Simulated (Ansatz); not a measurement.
**HfN films: biaxial stress and wafer bow**

Plane-wave DFT in Ansatz, PBE, scalar-relativistic PAW potentials, cutoff 420 eV, no spin-orbit coupling; no spin polarisation. HfN in space group P6_3/mmc, a structure that wasn't matched to a measured phase, strained equally along a and b of the conventional cell, with c and the atoms relaxed within the symmetry (a film with c along the normal). Stress is the in-plane mean, tension positive.

```csv
strain (%),stress (GPa),E − E(0) (meV/atom)
-6.0,?,173.1
-4.0,-26.78,75.0
-2.0,-12.62,18.0
+0.0,0.08,0.0
+2.0,11.39,17.3
+4.0,21.43,66.8
+6.0,29.94,145.1
```

Q: Fit the stress, get the biaxial modulus and predict the missing row.

A: A parabola through the given rows is σ = 0.09 + 6.020 ε -0.1736 ε² GPa (ε in %), so M = dσ/dε = 602 GPa at zero. It predicts -42.28 GPa at -6.0 %; the run gave -41.91 GPa. The miss is 0.37 GPa, so the fit holds even one step beyond its range. The negative square term means that the film is stiffer in compression than in tension. The energies check it: E/V = Mε² at small strain, and a cubic fit with V = 11.78 Å³/atom gives M = 601 GPa, in agreement.

Q: How much does a 20 nm film at +0.2 % strain bow a 300 mm Si(001) wafer 775 μm thick?

A: The fit, without its small constant, gives σ = 1.20 GPa. Stoney's formula, κ = 6σt_f/(M_s t_s²) with M_s = 180.5 GPa for Si(001) (literature), gives |κ| = 1.33×10⁻³ m⁻¹ and a bow κr²/2 = 14.9 μm at r = 150 mm, with the film side concave (tension pulls the edges up). This assumes a single-crystal or fully textured, unrelaxed film at 0 K.

The cell has no gap in any row, so the stresses hang on mesh and smearing.

Cost: about 14 core-minutes for the runs cited, on Arm Neoverse V1 (shared hosts).

This form isn't the usual stable structure of the compound.